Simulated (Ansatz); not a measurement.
A run of Ansatz 0.2.0 is set up as follows.

Contents of input.yaml:

```yaml
crystal:
  lattice:
    - [0.0, 2.5309221521, 2.5309221521]
    - [2.5309221521, 0.0, 2.5309221521]
    - [2.5309221521, 2.5309221521, 0.0]
  atoms:
    - { symbol: Cd, position: [0.0, 0.0, 0.0], spin: 0.59, spin_axis: [-0.001695, -0.947317, 0.320292] }
    - { symbol: O, position: [0.5, 0.5, 0.5] }
kpoints:
  mp_grid: { grid: [8, 8, 8] }
scf:
  occupations: { method: cold, width: 0.025 }
hamiltonian:
  xc: pbe
  pseudopotentials: { kind: all_electron, lapw: { basis_error: 0.002 } }
magnetization:
  noncollinear: true
output:
  forces: true
  stress: true
relax:
  f_tol: 0.005
  max_steps: 60
  cell: {}
```

Potentials or basis: all-electron LAPW, scalar-relativistic.

Command:

```sh
$ ansatz run input.yaml --threads 1 --pin off --max-ram 2560MiB --backend cpu --events-out ev --progress --plain --runs-dir out
```

(1) Predict the absolute moment.

(2) What does it give for the net moment?

(3) Estimate the space group after relaxing (to 0.05 Å).

(4) Estimate the relaxed volume.

## Answers

(1) 0.00 μB per cell.

(2) 0.00 μB per cell.

(3) Fm-3m (No. 225).

(4) 13.55 Å³/atom.

Caveat: the program listed the state as in doubt; the starting moments weren't kept.
